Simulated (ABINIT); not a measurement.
## Cost and result for the electronic dielectric constant of InP

It takes space group F-43m (No. 216, cubic). The conventional cell has a = 5.861 Å, b = 5.861 Å, c = 5.861 Å, α = 90.00°, β = 90.00°, γ = 90.00°. In (site symmetry -43m) has 4 P at 2.54 Å as nearest neighbours. P (site symmetry -43m) has 4 In at 2.54 Å as nearest neighbours.

```tsv
rung	level	program and potentials	cutoff (eV)	k mesh	smearing	core time	chip	electronic dielectric constant	notes
LDA	LDA	ABINIT, PseudoDojo NC SR LDA v0.4.1 standard	844	4 × 4 × 4, 4 shifts	fixed	9.1 min	Arm Neoverse V2	12.60	9 valence electrons an atom on average
GGA	PBEsol	ABINIT, PseudoDojo NC SR PBEsol v0.4.1 standard	844	4 × 4 × 4, 4 shifts	fixed	14 min	Intel Xeon	12.03	9 valence electrons an atom on average
GGA	PBE	ABINIT, PseudoDojo NC SR PBE v0.4 stringent	1007	4 × 4 × 4, 4 shifts	fixed	17 min	Arm Neoverse V1	11.44	13 valence electrons an atom on average
GGA	PBE	ABINIT, PseudoDojo NC SR PBE v0.4.1 standard	952	4 × 4 × 4, 4 shifts	fixed	17 min	Arm Neoverse V1	11.47	9 valence electrons an atom on average
GGA	PBEsol	ABINIT, PseudoDojo NC SR PBEsol v0.4 stringent	1007	4 × 4 × 4, 4 shifts	fixed	18 min	Arm Neoverse V1	12.00	13 valence electrons an atom on average
```

Times are single runs on shared hosts and different chips, so they are rough; meshes, cutoffs and the tasks' sizes weigh on the time. Task: dielectric tensor. All rows: no spin polarisation. Smearing widths are in eV. The cell comes from a database and isn't always the measured one. All levels ran on this one cell, unrelaxed unless noted. Meshes are those of the run's cell of 2 atoms unless a note names another. Runs on faulty files, with rough fits or with known faults for this quantity aren't shown. No row holds spin-orbit coupling.

By rung: LDA 12.60; GGA 11.44 to 12.03.
